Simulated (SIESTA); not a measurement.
# ZnS (Wurtzite-4H) under changes of volume

One of the cells (19.805 Å³/atom); the others are scaled copies at fixed shape and fractional positions:

```xyz
8
Lattice="3.8227 0.0000 0.0000 -1.9114 3.3106 0.0000 0.0000 0.0000 12.5200" Properties=species:S:1:pos:R:3 pbc="T T T"
Zn    1.9114    1.1035    9.3900
Zn    0.0000    2.2070    3.1300
Zn    0.0000    0.0000    6.2600
Zn    0.0000    0.0000    0.0000
S     1.9114    1.1035   11.7375
S     0.0000    2.2070    5.4775
S     0.0000    0.0000    8.6075
S     0.0000    0.0000    2.3475
```

| Item | Value |
| --- | --- |
| Program | SIESTA 5.4.2 |
| Functional | PBEsol |
| Potentials or basis | PseudoDojo 0.4 standard (PBEsol files) |
| Basis | DZP (energy shift 0.003 Ry; two zetas on semicore shells) |
| Grid cutoff | 800 Ry |
| Energy shift | 0.003 Ry |
| k mesh | 6 × 6 × 2 |
| Occupations | fermi-dirac, width 0.05 eV |
| Spin | no spin polarisation |

```tsv
volume (Å³/atom)	energy over the lowest point (meV/atom)	pressure (GPa)	gap on the mesh (eV)	largest force (eV/Å)
18.617	9.04	3.8	2.73	0.047
19.013	2.06	1.8	2.61	0.041
19.409	0.00	0.0	2.49	0.035
19.805	?	?	?	?
20.202	7.06	-2.8	2.26	0.023
20.598	15.52	-4.0	2.16	0.021
20.994	27.02	-5.2	2.06	0.015
```

What does the run at 19.805 Å³/atom give?

Energy over the lowest point 1.80 meV/atom; pressure -1.5 GPa; gap on the mesh 2.38 eV; largest force 0.027 eV/Å.

Worked out: A Birch-Murnaghan fit of order 3 (a polynomial in V^(-2/3)) to the other rows has its minimum at 19.43 Å³/atom with B0 = V·E''(V) = 80 GPa and B' = 4.8 at fixed shape and positions, which overstates the stiffness. It gives 1.67 meV/atom at 19.805 Å³/atom, against the run's 1.80, and -dE/dV = -1.5 GPa, against -1.5. A straight line through the other rows of the gap, of slope -5.6 eV per unit of ln V (its deformation potential), gives 2.38 eV, against the run's 2.38.

Energies are extrapolated to zero smearing.

Caveats: short orbitals over semicore shells can move pressures by several GPa; the valence orbitals were made in a potential fitted to the semicore shell under them, which widens gaps by tenths of an eV or more; the basis of atomic orbitals isn't converged, which shifts pressures, moduli and gaps.
